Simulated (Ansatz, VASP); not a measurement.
# One calculation of Cd, two programs

INCAR

```
SYSTEM = Cd
PREC = Accurate
ENCUT = 520
EDIFF = 1E-6
ISMEAR = -1
SIGMA = 0.05
LREAL = .False.
LASPH = .True.
NELM = 100
ALGO = Normal
ISIF = 2
LWAVE = .False.
LCHARG = .True.
GGA = PE
LELF = .True.
LVHAR = .True.
NBANDS = 19
```

The input KPOINTS:

```
Automatic mesh
0
Gamma
  14 14 7
  0 0 0
```

File POSCAR:

```
Cd
1.0
    2.9192950579      0.0000000000      0.0000000000
   -1.4596475289      2.5281836813      0.0000000000
    0.0000000000      0.0000000000      5.6176500000
Cd
2
Direct
    0.3333333333      0.6666666667      0.2500000000
    0.6666666667      0.3333333333      0.7500000000
```

Input for Ansatz:

```yaml
crystal:
  lattice:
    - [2.9192950579, 0.0, 0.0]
    - [-1.4596475289, 2.5281836813, 0.0]
    - [0.0, 0.0, 5.61765]
  atoms:
    - { symbol: Cd, position: [0.3333333333, 0.6666666667, 0.25] }
    - { symbol: Cd, position: [0.6666666667, 0.3333333333, 0.75] }
kpoints:
  mp_grid: { grid: [14, 14, 7] }
  band_path:
    path:
      - [0.0, 0.0, 0.0]
      - [0.5, 0.0, 0.0]
      - [0.3333333333, 0.3333333333, 0.0]
      - [0.0, 0.0, 0.0]
      - [0.0, 0.0, 0.5]
      - [0.5, 0.0, 0.5]
      - [0.3333333333, 0.3333333333, 0.5]
      - [0.0, 0.0, 0.5]
      - [0.5, 0.0, 0.5]
    npoints: 5
scf:
  occupations: { method: fermi_dirac, width: 0.05 }
hamiltonian:
  xc: pbe
  pseudopotentials: { kind: all_electron, lapw: { basis_error: 0.00025 } }
output:
  forces: true
  stress: true
  eigenvalues: true
```

Change from the starting cell: equal xx and yy strain of -2 %.

Alike in both runs: task single point; functional PBE; k mesh 14 × 14 × 7; occupations fermi-dirac, width 0.05 eV; no spin polarisation.

|  | VASP | Ansatz |
| --- | --- | --- |
| version | VASP 6.6.1 | Ansatz 0.2.0 |
| potentials or method | VASP PAW PBE potentials, release 64 (Cd) | all-electron LAPW, scalar-relativistic |
| plane-wave cutoff (eV) | 520 | see its input |

Ansatz gave:

| Property | Result |
| --- | --- |
| pressure (GPa) | 6.2 |
| largest component of the traceless stress (GPa) | 2.43 |

Task: Estimate VASP's values.

Result: Pressure (GPa): 6.7; largest component of the traceless stress (GPa): 2.62.

Ansatz ran all-electron here, so the differences hold the error of VASP's frozen core and of both bases.
